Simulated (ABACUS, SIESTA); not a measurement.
**One calculation of BN, 3 ways**

The starting cell:

```
N B
1.0
     0.00000    1.81300    1.81300
     1.81300    0.00000    1.81300
     1.81300    1.81300    0.00000
N B
1 1
Direct
  0.25000 0.25000 0.25000
  0.00000 0.00000 0.00000
```

The cell is a database's computed one, not the measured one.

Alike in all runs: task relaxation of cell and atoms; functional PBE; k mesh 10 × 10 × 10; occupations fermi-dirac, width 0.05 eV; no spin polarisation; no spin-orbit coupling.

| program and potentials | plane-wave cutoff (eV) | notes | equilibrium volume (Å³/atom) |
| --- | --- | --- | --- |
| ABACUS, GBRV ultrasoft 1.5 PBE, plane waves | 544 | - | 5.95 |
| SIESTA, files PseudoDojo sr-pbe-0.4.1-standard, DZP (energy shift 0.003 Ry) | - | atomic basis | 6.00 |
| SIESTA, files PseudoDojo sr-pbe-0.4.1-standard, DZP (energy shift 0.002 Ry) | - | atomic basis | 6.01 |

The equilibrium volume spans 5.95 (ABACUS, GBRV ultrasoft 1.5 PBE, plane waves) to 6.01 Å³/atom (SIESTA, files PseudoDojo sr-pbe-0.4.1-standard, DZP (energy shift 0.002 Ry)). Relaxations stop with a little pressure left, so the last digit of a volume isn't settled. Rows in atomic bases carry the error of their basis and grid, which can be large.

Differences between rows come from potentials, basis sets and numerical settings, since the functional is the same but for its coding. Runs on potential files found faulty are left out.
